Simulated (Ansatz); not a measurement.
**W2NOS MXene monolayer in a perpendicular field**

Wanted: the out-of-plane response of the W2NOS MXene monolayer. A positive field points along +c.

Program: Ansatz 0.2.0. Level of theory: plane-wave DFT, PBE-D3(BJ), Ansatz PAW, in the first sound run; inputs show where later runs differ. Results are calculated unless marked as measured.

### Step 1. The starting structure

The cell holds 5 atoms: 1 S, 2 W, 1 N and 1 O. Cell: a = 3.054 Å, b = 3.054 Å, c = 41.767 Å, α = 90.0°, β = 90.0°, γ = 120.0°. Vacuum lies along c.

### Step 2. Relaxation

The starting cell is a guess, so the in-plane lattice and the atoms are relaxed first, with the slab cut off from its images along the normal.

The input, input.yaml:

```yaml
crystal:
  lattice:
    - [3.053908, 0.0, 0.0]
    - [-1.526954, 2.6447619088, 0.0]
    - [0.0, 0.0, 41.7671113722]
  atoms:
    - { symbol: S, position: [0.3333333333, 0.6666666667, 0.4357495504] }
    - { symbol: W, position: [0.6666666667, 0.3333333333, 0.4784533442], spin: 1.0 }
    - { symbol: "N", position: [0.0, 0.0, 0.5073035733] }
    - { symbol: W, position: [0.3333333333, 0.6666666667, 0.5361538025], spin: 1.0 }
    - { symbol: O, position: [0.6666666667, 0.3333333333, 0.5642504496] }
  periodic: [true, true, false]
magnetization:
  spin_polarized: true
kpoints:
  mp_grid: { grid: [12, 12, 1] }
hamiltonian:
  xc: pbe
  dispersion: d3bj
scf:
  occupations: { method: fermi_dirac, width: 0.05 }
  convergence: { dr2_threshold: 1.0e-09 }
relax:
  f_tol: 0.004
  max_steps: 90
  cell: {}
output:
  write_potential: true
  write_density: true
  volumetric_format: npy
```

The run is started by

```
> ansatz run input.yaml --threads 4 --pin off --max-ram 6144MiB --backend cpu --events-out ev --progress --plain --runs-dir out
```

Numbers of over 12 decimals in the logs are rounded to 6 here.

What it wrote:

```text
Warning: relax.cell: scf.convergence.dr2_threshold = 1e-9 eV is looser than the 2.11731525683e-10 eV advised for a relaxation that steers and ends on the stress (1e-10 eV for each atom of the cell: 5, times the square of relax.cell.stress_2d_tol = 0.05 N/m over 15.4 Å (the atoms' height at the walk's start and 5 Å past either face), 3.254e-2 GPa, over a crystal's default 0.05). What an SCF threshold leaves in a stress goes as its square root, and in the free energy as the threshold itself, and one threshold admits the most on a small cell: [figures from the program's tests cut] Set scf.convergence.dr2_threshold to 2.11731525683e-10 eV or tighter. [rest of the remark cut]
Engine: ansatz 0.2.0, x86_64-unknown-linux-gnu
Pseudopotentials: kind: paw
Pseudopotential: S, paw, valence charge 6, recommended cutoff 420 eV (normal), S.paw.azcp
Pseudopotential: W, paw, valence charge 14, recommended cutoff 420 eV (normal), W.paw.azcp
Pseudopotential: N, paw, valence charge 5, recommended cutoff 420 eV (normal), N.paw.azcp
Pseudopotential: O, paw, valence charge 6, recommended cutoff 420 eV (normal), O.paw.azcp
Functional definition: PBE
  parameter kappa = 0.804
  parameter beta = 0.066725
  exchange = pbe_x(kappa = kappa, mu = beta*pi^2/3)
  correlation = pbe_c(beta = beta)
Crystal: 5 atoms, lattice volume = 337.347 Å³
Basis set: ecut = 420 eV, 6547 PW (Γ), exchange–correlation on 48×48×576 points (8 copies of the dense FFT grid, shifted against one another)
Bands: 29, of which v1, the nominal top of the filled ones, is band 23 counted from 1 (22 counted from 0)
Symmetry: 6 space group operations
Space group: P3m1 (ITA 156), of the structure as read, at distance tolerance 7.0e-5 Å
Magnetic group: BNS 156.49 (UNI 1279), of the structure as read, at distance tolerance 7.0e-5 Å
k-points: 19 of 144 (time reversal used)
Non-local potential: S, projectors of the file, l = 0: 2, l = 1: 2, l = 2: 2
Non-local potential: W, projectors of the file, l = 0: 3, l = 1: 2, l = 2: 2, l = 3: 1
Non-local potential: N, projectors of the file, l = 0: 2, l = 1: 2, l = 2: 1
Non-local potential: O, projectors of the file, l = 0: 2, l = 1: 2, l = 2: 1
PAW form: soft (Blöchl's): semilocal exchange-correlation on the pseudo side does not see the compensation charge
PAW one-centre angular grid: S, 110 points (default); XC on 64 Gauss nodes
PAW one-centre angular grid: W, 590 points (default); XC on 64 Gauss nodes
PAW one-centre angular grid: N, 110 points (default); XC on 64 Gauss nodes
PAW one-centre angular grid: O, 110 points (default); XC on 64 Gauss nodes
Initial density: superposition of atomic densities (neutral atoms: chi_scale 0, normalization atom)
Starting moments: Σ|m| = 2 μB on 2 of 5 sites
Initial wavefunctions: pseudopotential atomic-orbital guess
Functional: x = pbe(κ = 0.804, μ = 0.219515), c = pbe(β = 0.066725)
SCF iter   1: F=—  HF=-22627.049404 eV  |F-HF|=—  |Δ(HF+E_count)|=         —  Δρ=3.01e-2 (↑3.01e-2 ↓2.63e-2)  dr2=1.30e1  dr2_m=9.36e-2  M=1.017 μB ∫|m|=1.153 μB  β_m=0.30  ethr=3.10e-3  ⟨swp⟩=16.7  Hψ=9321  notcnv=0
Mixer restart at iter 1: flushing history
preconditioner: auto → LDOS  [metal: Δε(μ)=0.013 eV  Ē_g=10.458 eV  σ=0.050 eV  W_gap=0.06  n_scr=24 (ndim 8)  ℏωp=10.9 eV  f_vac=0.786  D(μ)=2.95/eV (n_scr^D=16)]
spin=Collinear: LDOS preconditioning applied to the charge; magnetization (m = ρ↑ − ρ↓) channel mixes plain (no charge-response kernel on spin).
SCF iter   2: F=—  HF=-22625.375495 eV  |F-HF|=—  |Δ(HF+E_count)|=    1.67e0  Δρ=1.98e-2 (↑1.98e-2 ↓1.68e-2)  dr2=5.85e0  dr2_m=5.60e-2  M=0.918 μB ∫|m|=1.052 μB  β_m=0.55  ethr=3.10e-3  ⟨swp⟩=3.1  Hψ=2391  notcnv=0  defer=24
SCF iter   3: F=—  HF=-22624.203458 eV  |F-HF|=—  |Δ(HF+E_count)|=    1.17e0  Δρ=4.18e-3 (↑4.18e-3 ↓3.46e-3)  dr2=1.91e-1  dr2_m=9.63e-3  M=0.657 μB ∫|m|=0.755 μB  β_m=0.60  ethr=3.10e-3  ⟨swp⟩=4.9  Hψ=3061  notcnv=0  defer=24
SCF iter   4: F=—  HF=-22624.254293 eV  |F-HF|=—  |Δ(HF+E_count)|=         —  Δρ=2.76e-3 (↑2.76e-3 ↓2.63e-3)  dr2=9.84e-3  dr2_m=1.98e-2  M=0.322 μB ∫|m|=0.375 μB  β_m=0.60  ethr=4.24e-4  ⟨swp⟩=3.9  Hψ=2941  notcnv=0  defer=13
SCF iter   5: F=—  HF=-22624.256886 eV  |F-HF|=—  |Δ(HF+E_count)|=   2.59e-3  Δρ=1.61e-3 (↑1.61e-3 ↓1.57e-3)  dr2=1.19e-3  dr2_m=7.47e-3  M=0.242 μB ∫|m|=0.276 μB  β_m=0.80  ethr=2.19e-5  ⟨swp⟩=3.7  Hψ=2780  notcnv=0  defer=13
SCF iter   6: F=—  HF=-22624.259548 eV  |F-HF|=—  |Δ(HF+E_count)|=   2.66e-3  Δρ=5.30e-4 (↑5.30e-4 ↓5.14e-4)  dr2=1.56e-3  dr2_m=7.19e-4  M=0.104 μB ∫|m|=0.114 μB  β_m=0.79  ethr=2.64e-6  ⟨swp⟩=4.2  Hψ=3050  notcnv=0  defer=13
SCF iter   7: F=—  HF=-22624.259642 eV  |F-HF|=—  |Δ(HF+E_count)|=   9.36e-5  Δρ=2.65e-4 (↑2.30e-4 ↓2.65e-4)  dr2=1.54e-4  dr2_m=1.76e-4  M=0.055 μB ∫|m|=0.059 μB  β_m=0.90  ethr=2.64e-6  ⟨swp⟩=3.9  Hψ=2614  notcnv=0  defer=13
SCF iter   8: F=—  HF=-22624.259809 eV  |F-HF|=—  |Δ(HF+E_count)|=   1.67e-4  Δρ=7.72e-5 (↑7.72e-5 ↓6.54e-5)  dr2=1.20e-5  dr2_m=1.29e-5  M=0.013 μB ∫|m|=0.014 μB  β_m=0.95  ethr=3.43e-7  ⟨swp⟩=3.1  Hψ=2552  notcnv=0  defer=13
SCF iter   9: F=—  HF=-22624.259829 eV  |F-HF|=—  |Δ(HF+E_count)|=   2.00e-5  Δρ=2.33e-5 (↑2.20e-5 ↓2.33e-5)  dr2=5.12e-6  dr2_m=8.04e-7  M=0.001 μB ∫|m|=0.002 μB  β_m=0.89  ethr=2.66e-8  ⟨swp⟩=3.7  Hψ=2832  notcnv=0  defer=13
SCF iter  10: F=—  HF=-22624.259830 eV  |F-HF|=—  |Δ(HF+E_count)|=   1.23e-6  Δρ=7.60e-6 (↑7.60e-6 ↓6.79e-6)  dr2=3.94e-7  dr2_m=9.30e-8  M=0.000 μB ∫|m|=0.000 μB  β_m=0.87  ethr=1.14e-8  ⟨swp⟩=3.1  Hψ=2379  notcnv=0  defer=13
SCF iter  11: F=—  HF=-22624.259831 eV  |F-HF|=—  |Δ(HF+E_count)|=   3.32e-7  Δρ=1.61e-6 (↑1.61e-6 ↓1.45e-6)  dr2=8.57e-9  dr2_m=5.60e-9  M=-0.000 μB ∫|m|=0.000 μB  β_m=0.90  ethr=8.75e-10  ⟨swp⟩=3.3  Hψ=2628  notcnv=0  defer=13
SCF iter  12: F=—  HF=-22624.259831 eV  |F-HF|=—  |Δ(HF+E_count)|=   5.45e-8  Δρ=5.55e-7 (↑5.55e-7 ↓4.73e-7)  dr2=1.46e-9  dr2_m=5.84e-10  M=-0.000 μB ∫|m|=0.000 μB  β_m=0.94  ethr=1.90e-11  ⟨swp⟩=4.2  Hψ=3012  notcnv=0  defer=13
SCF iter  13: F=—  HF=-22624.259831 eV  |F-HF|=—  |Δ(HF+E_count)|=   1.03e-8  Δρ=1.22e-7 (↑1.18e-7 ↓1.22e-7)  dr2=1.13e-10  dr2_m=3.46e-11  M=0.000 μB ∫|m|=0.000 μB  β_m=0.97  ethr=3.25e-12  ⟨swp⟩=3.2  Hψ=2510  notcnv=0  defer=13
SCF iter  14: F=-22624.259831 eV  HF=-22624.259831 eV  |F-HF|=2.18e-10  |Δ(HF+E_count)|=   1.12e-9  Δρ=2.84e-8 (↑2.28e-8 ↓2.84e-8)  dr2=5.80e-12  dr2_m=8.55e-13  M=0.000 μB ∫|m|=0.000 μB  ethr=1.00e-12  ⟨swp⟩=10.3  Hψ=9537  notcnv=0
[...]
relax step   8: F+E_penalty+E_count = -22624.82019829 eV  Δ(F+E_penalty+E_count) = -2.200e-4 eV  max|allowed force component| = 7.690e-3 eV/Å  Δτ_max = 0.0026 Å  P = -0.020 N/m  Ω = 309.744 Å³  energy of the carried Pulay correction = +1.308e-2 eV  fix = [c, alpha, beta]  reactions: c -0.000 N/m  (7 SCF iters, accepted)
relax step   9: F+E_penalty+E_count = -22624.82020555 eV  Δ(F+E_penalty+E_count) = -7.262e-6 eV  max|allowed force component| = 2.412e-4 eV/Å  Δτ_max = 0.0003 Å  P = +0.001 N/m  Ω = 309.733 Å³  energy of the carried Pulay correction = +1.308e-2 eV  fix = [c, alpha, beta]  reactions: c +0.000 N/m  (5 SCF iters, accepted)
relax step  10: F+E_penalty+E_count = -22624.81223070 eV  Δ(F+E_penalty+E_count) = +7.975e-3 eV  max|allowed force component| = 1.518e-3 eV/Å  Δτ_max = 0.0000 Å  P = -0.223 N/m  Ω = 309.733 Å³  fix = [c, alpha, beta]  reactions: c -0.000 N/m  stress off target by 2.23e-1 N/m on what of the cell is left free  SCF on the basis re-selected at this cell (its energy is not comparable with the rows above)  (6 SCF iters)
relax step  11: F+E_penalty+E_count = -22624.81251097 eV  Δ(F+E_penalty+E_count) = -2.803e-4 eV  max|allowed force component| = 1.276e-3 eV/Å  Δτ_max = 0.0022 Å  P = +0.002 N/m  Ω = 309.295 Å³  energy of the carried Pulay correction = +2.093e-4 eV  fix = [c, alpha, beta]  reactions: c +0.000 N/m  (7 SCF iters, accepted)
iter 1 solved again at ethr=2.42e-7 eV; its pass at ethr=3.10e-3 eV (dr2=1.09e-4 eV) is discarded
SCF iter   1: F=—  HF=-22624.812141 eV  |F-HF|=—  |Δ(HF+E_count)|=         —  Δρ=2.18e-6 (↑2.14e-6 ↓2.18e-6)  dr2=1.55e-8  dr2_m=1.16e-11  M=0.000 μB ∫|m|=0.000 μB  β_m=0.65  ethr=2.42e-7  ⟨swp⟩=7.5  Hψ=15786  notcnv=0
eigensolver tolerance schedule: the retry pair's looser diagonalisation over-reported the residual by 7032.45 of it (diagonalisation noise at 1.22 of the residual, at the tolerance the schedule requests for it); recorded, not acted on — ethr = c·dr2/N_el stays at c = 1.0e-1
preconditioner: auto → LDOS  [metal: Δε(μ)=0.119 eV  Ē_g=9.657 eV  σ=0.050 eV  W_gap=0.47  n_scr=22 (ndim 8)  ℏωp=11.4 eV  f_vac=0.783  D(μ)=1.72/eV (n_scr^D=12)]
spin=Collinear: LDOS preconditioning applied to the charge; magnetization (m = ρ↑ − ρ↓) channel mixes plain (no charge-response kernel on spin).
SCF iter   2: F=—  HF=-22624.812311 eV  |F-HF|=—  |Δ(HF+E_count)|=   1.70e-4  Δρ=1.06e-6 (↑1.06e-6 ↓1.03e-6)  dr2=1.15e-8  dr2_m=3.46e-12  M=0.000 μB ∫|m|=0.000 μB  β_m=0.42  ethr=3.45e-11  ⟨swp⟩=7.7  Hψ=5358  notcnv=0
SCF iter   3: F=—  HF=-22624.812311 eV  |F-HF|=—  |Δ(HF+E_count)|=   2.22e-8  Δρ=6.44e-7 (↑6.44e-7 ↓6.30e-7)  dr2=1.94e-9  dr2_m=2.64e-12  M=0.000 μB ∫|m|=0.000 μB  β_m=0.71  ethr=2.55e-11  ⟨swp⟩=2.7  Hψ=1736  notcnv=0
SCF iter   4: F=-22624.812311 eV  HF=-22624.812311 eV  |F-HF|=1.24e-9  |Δ(HF+E_count)|=   2.63e-9  Δρ=1.84e-7 (↑1.76e-7 ↓1.84e-7)  dr2=3.66e-10  dr2_m=1.96e-13  M=0.000 μB ∫|m|=0.000 μB  ethr=2.22e-12  ⟨swp⟩=17.3  Hψ=11748  notcnv=0
the starting moments were not kept: the SCF closed with an absolute magnetisation of 7.8e-7 μB, where they sum to 2 μB in size (2 sites). That is at most 0.1 of that sum. Measured as dr2_m measures the in/out step, that magnetisation stands 7.6e-14 eV from none, at or under the dr2_threshold of 1.0e-9 eV: it is no larger than a step whose dr2_m would equal this threshold.
SCF 12 converged in 4 iterations: F = -22624.812311 eV  dr2 = 3.66e-10
relax step  12: F+E_penalty+E_count = -22624.81231109 eV  Δ(F+E_penalty+E_count) = +1.999e-4 eV  max|allowed force component| = 1.266e-3 eV/Å  Δτ_max = 0.0000 Å  P = -0.001 N/m  Ω = 309.295 Å³  fix = [c, alpha, beta]  reactions: c -0.000 N/m  stress off target by 1.18e-3 N/m on what of the cell is left free  SCF on the basis re-selected at this cell (its energy is not comparable with the rows above)  (4 SCF iters)
basis re-selected at this cell: Δ(F+E_penalty+E_count) = +1.999e-4 eV, ΔP = -0.003 N/m vs the last step (what re-selecting the basis moved, of the pressure what is left beyond the Pulay correction that the steps carried, after the strain that the cell walked since its last selection, with what the two solves' SCF thresholds leave and, on support functions, any second-order correction that the steps lacked; it is no m [...]
WARN: The output density's exchange-correlation potential varies sharply where the density is thin. Do not read a vacuum level from v_tot or v_xc, or from such a field of the output density. On a cell that repeats whose density bears no net charge and no dipole along the vacuum's axis use v_es (v_loc + v_h of the components); under efield.dipole_correction with no amplitude use v_es + v_field, which holds any externa [...]
SCF converged after 4 iterations
Magnetization: 0.0000 μB (22.5000 up, 22.5000 down)
Absolute magnetization: 0.0000 μB (∫|ρ↑−ρ↓|, with the PAW one-centre terms)
Spin contamination: 0.0000 ħ² per cell (⟨S²⟩ above its minimum at these occupations)
Per-site moments (μB) at R_I (Å): [(-8.218167116696106e-8, 0.980485), (2.179007620805644e-7, 0.943789), (5.701365328280047e-9, 0.888574), (5.906661779985511e-8, 0.853351), (-1.0697375150976644e-7, 0.853351)]
Free energy (F): -22624.812311 eV
Harris-Foulkes:  -22624.812311 eV  (|F-HF|=1.24e-9)
Internal energy: -22624.796430 eV  (E = F + TS)
E sigma→0 (E₀):  -22624.804371 eV
Entropy (-TS):   -0.015881 eV (-3.176 meV/atom)
Fermi energy:    -5.532514 eV
--- Per-component energies (eV) ---
  E_band       = -1227.764062
  E_kinetic    = 1318.449914
  E_local      = -205263.819904  (includes V_loc(G=0)·N_el)
  E_nonlocal   = 123.164720
  E_hartree    = 101820.486427
  E_xc         = -765.834967
  E_vxc        = -737.000554  (∫ρ·V_xc dr)
  E_paw        = -18010.321668  (= ΣΔE_a)
  E_vpaw       = -309.532268  (= ΣTr[D̂ρ^β])
  E_aug_tail   = 0.002432  (compensation charges beyond the density's cutoff)
  E_ewald      = 98154.642716
  E_disp       = -1.566101  (pairwise vdW)
  E_smearing   = -0.015881  (= −TS)
  E_closure    = -0.000000  (closes the sum)
  Σ components = -22624.812311   (vs F -22624.812311, Δ=0.00e0)
--- Forces (eV/Å), atoms counted from 1 ---
  atom   1  S      0.00000000    -0.00000000    -0.00059505
  atom   2  W      0.00000000     0.00000000     0.00104974
  atom   3  N     -0.00000000     0.00000000     0.00060369
  atom   4  W      0.00000000    -0.00000000    -0.00126353
  atom   5  O     -0.00000000    -0.00000000     0.00021708
  max |Σ_I F_I| component: 1.19e-5 eV/Å
--- 2D stress c σ (N/m, compression-positive) ---
       -0.001177       0.000000      -0.000000
       -0.000000      -0.001177      -0.000000
       -0.000000      -0.000000      -0.000000
  P = ½ c Tr σ = -0.0012 N/m
--- Band table (eV; the first three rows and the last of 38) ---
  k-point 0 ↑: bands = [... 19 lower, -7.2221, -7.2221, -6.0917, -6.0917, -5.3545, -5.3545, -5.2615, -2.7483, ... 2 higher]
  k-point 1 ↑: bands = [... 19 lower, -7.4678, -7.4233, -6.0924, -5.8172, -5.5149, -5.2839, -5.1292, -2.9951, ... 2 higher]
  k-point 2 ↑: bands = [... 19 lower, -7.5748, -7.4876, -6.3353, -5.7719, -5.6336, -4.7410, -4.7311, -3.0483, ... 2 higher]
  k-point 18 ↓: bands = [... 19 lower, -9.7557, -5.9209, -5.5052, -4.6522, -4.6442, -4.4913, -3.5254, -2.4420, ... 2 higher]
  the weakly bound empty levels are not read free of the cell's end (no_gap_told)
--- Relaxed structure (10 steps of the walk, 10 accepted, 2 SCFs on fresh bases) ---
  F+E_penalty+E_count = -22624.81231109 eV   max|allowed force component| = 1.266e-3 eV/Å   (the final SCF, on the basis selected at the relaxed cell)
  cell:  # Å, volume = 309.2953 Å³
    - [2.924180, -4.800900986871736e-18, 0]
    - [-1.462090, 2.532414, 0]
    - [0, 0, 41.7671113722]
  atoms:
    - { symbol: S, position: [0.333333, 0.666667, 0.431614] }
    - { symbol: W, position: [0.666667, 0.333333, 0.471673] }
    - { symbol: N, position: [2.0368639117193177e-18, 0, 0.508645] }
    - { symbol: W, position: [0.333333, 0.666667, 0.540677] }
    - { symbol: O, position: [0.666667, 0.333333, 0.569302] }
```

It took 2.8 min on 4 threads of Intel Xeon Platinum 8259CL at 2.50GHz (Skylake/Cascade Lake), shared host; peak memory 1 GiB.

The steps of the relaxation:

| step | energy less that of the first step (eV) | largest force component (eV/Å) | volume (Å³) |
| --- | --- | --- | --- |
| 1 | 0.0000 | 3.0247 | 337.35 |
| 2 | -0.2523 | 1.0108 | 336.84 |
| 3 | -0.4186 | 0.3492 | 329.83 |
| 4 | -0.5419 | 0.4380 | 307.29 |
| 5 | -0.5515 | 0.2039 | 313.37 |
| 6 | -0.5542 | 0.1853 | 311.83 |
| 7 | -0.5601 | 0.0300 | 309.95 |
| 8 | -0.5604 | 0.0077 | 309.74 |
| 9 | -0.5604 | 0.0002 | 309.73 |
| 10* | -0.5524 | 0.0015 | 309.73 |
| 11 | -0.5527 | 0.0013 | 309.30 |
| 12* | -0.5525 | 0.0013 | 309.30 |

Relaxation steps marked * repeat the geometry before them on a plane-wave basis chosen anew for their cell, so energy and pressure can jump there.

The run keeps the 6 symmetry operations that it works with, so distortions that break them were not tested.

| cell as run | before | after | change |
| --- | --- | --- | --- |
| a (Å) | 3.054 | 2.924 | -4.2 % |
| b (Å) | 3.054 | 2.924 | -4.2 % |

The atoms that moved most (Å, along periodic axes as changes of fractional coordinates times the final cell, across vacuum about the mean position):

| atom | dx | dy | dz | length |
| --- | --- | --- | --- | --- |
| W2 | 0.000 | 0.000 | -0.283 | 0.283 |
| O5 | 0.000 | 0.000 | 0.211 | 0.211 |
| W4 | 0.000 | 0.000 | 0.189 | 0.189 |
| S1 | 0.000 | 0.000 | -0.173 | 0.173 |
| N3 | 0.000 | 0.000 | 0.056 | 0.056 |

Final coordinates:

```xyz
5
Lattice="2.9242 0.0000 0.0000 -1.4621 2.5324 0.0000 0.0000 0.0000 41.7671" Properties=species:S:1:pos:R:3
S     0.0000    1.6883   18.0273
W     1.4621    0.8441   19.7004
N     0.0000    0.0000   21.2446
W     0.0000    1.6883   22.5825
O     1.4621    0.8441   23.7781
```

Numbers from this step:

* energy at zero smearing: -22624.8044 eV

The lattice constant a goes from 3.054 to 2.924 Å.

(Part 1 of 3 ends here.)

[Logs are printed without paths, hosts, clocks, repeated set-up lines and the standing remarks that a program may print on its own settings, such as how far it seeks lower states.]

[Hosts, paths, dates, database ids (printed as entryN), source tags and the programs' standing remarks are cut or masked in the printed files.]

[Maps of the electrostatic potential energy from Ansatz leave out the sawtooth potential of an applied field or a dipole correction, so their vacuum need not be flat; planar profiles and work functions include it.]
